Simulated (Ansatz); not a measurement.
Runs of Ansatz 0.2.0 on HfN. It takes space group Pm-3m (No. 221, cubic). Conventional cell: a = 2.825 Å, b = 2.825 Å, c = 2.825 Å, α = 90.00°, β = 90.00°, γ = 90.00°. Around Hf (site symmetry m-3m) lie 8 N at 2.45 Å. N (site symmetry m-3m) is surrounded by 8 Hf at 2.45 Å. The cell was built by a generator and needn't be a form met in nature.

| task | level | U | cell | k mesh | cutoff (eV) | points for each segment of the path | hubbard projectors | double counting | atoms under strain | gap on the mesh (eV) | pressure (GPa) | relaxed volume (Å³/atom) |
| --- | --- | --- | --- | --- | --- | --- | --- | --- | --- | --- | --- | --- |
| relaxation of cell and atoms | PBEsol | - | relaxed | 9 × 9 × 9 | 420 | - | - | - | - | none | 0.0 | (a) |
| band structure | RPBE | - | as given | 9 × 9 × 9 | 420 | 14 | - | - | - | none | (b) | - |
| band structure | LDA+U | Hf d U = 4 eV | as given | 9 × 9 × 9 | 420 | 14 | ortho-atomic (the default) | fll (the default) | - | none | -8.5 | - |
| relaxation of cell and atoms | r2SCAN+rVV10 | - | relaxed | 9 × 9 × 9 | 500 | - | - | - | - | none | 0.0 | 10.94 |
| elastic constants | PBEsol | - | as given | 8 × 8 × 8 | 420 | - | - | - | relaxed | none | -8.6 | - |
| band structure | r2SCAN+U | Hf d U = 4 eV | as given | 9 × 9 × 9 | 500 | 14 | ortho-atomic (the default) | fll (the default) | - | none | 1.4 | - |

Alike in all rows: potentials or basis Ansatz PAW; no spin polarisation; smearing fermi-dirac 0.05 eV.

Problem. Fill in the values left out.

Solution. (a) 10.88; (b) 4.8.

Caveats: the PAW data sets come from PBE, with cores solved anew for the run's functional, which leaves a small shift of forces and pressure; spin-orbit coupling is left out, which moves the levels of the heavy elements (some runs); the plane-wave basis is chosen anew once the cell has moved, so the energies of steps on either side of that aren't comparable (some runs); U without spin polarisation on a metal has little footing (some runs); the cell is more than 3 GPa from zero pressure, which shifts response properties (some runs); elastic constants of metals need much finer meshes, so these are rough (some runs).

A k mesh can miss the band edges, and the runs leave out spin-orbit coupling on Hf.

A gap of «none» marks a metal or a gap under the smearing width.

Runs at the PBE level aren't shown here.
